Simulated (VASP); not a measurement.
Crystal: Ga.

```
Ga
1.0
     3.02591    0.00000    0.00000
    -1.51296    2.62052    0.00000
     0.00000    0.00000    4.94232
Ga
2
Direct
  0.33333 0.66667 0.75000
  0.66667 0.33333 0.25000
```

The cell was built by a generator and needn't be a form met in nature.

* Program: VASP 6.6.1
* Task: relaxation of cell and atoms
* Functional: PBE
* Potentials or basis: VASP PAW PBE potentials, release 64 (Ga_d)
* Cutoff: 600 eV
* k mesh: 8 × 8 × 4
* Occupations: gaussian, width 0.05 eV
* Spin: no spin polarisation

At the start: pressure -1.2 GPa; volume 19.59 Å³/atom.

Task: How do energy, volume and symmetry change on relaxing?

Result: Over 3 steps the energy falls by 2.4 meV/atom and the volume is 19.01 Å³/atom (-3.0 %); space group P6_3/mmc (No. 194, to 0.05 Å).

Step by step:
```csv
step,energy change (eV),largest force (eV/Å),pressure (GPa),volume (Å³)
1,0.0000,0.0000,-1.25,39.19
2,-0.0045,0.0000,-0.38,38.33
3,-0.0048,0.0000,0.10,38.02
```

Final structure:
```
CELL_PARAMETERS angstrom
2.99513 0.00000 0.00000
-1.49756 2.59386 0.00000
0.00000 0.00000 4.89355
ATOMIC_POSITIONS crystal
Ga 0.33333 0.66667 0.75000
Ga 0.66667 0.33333 0.25000
```
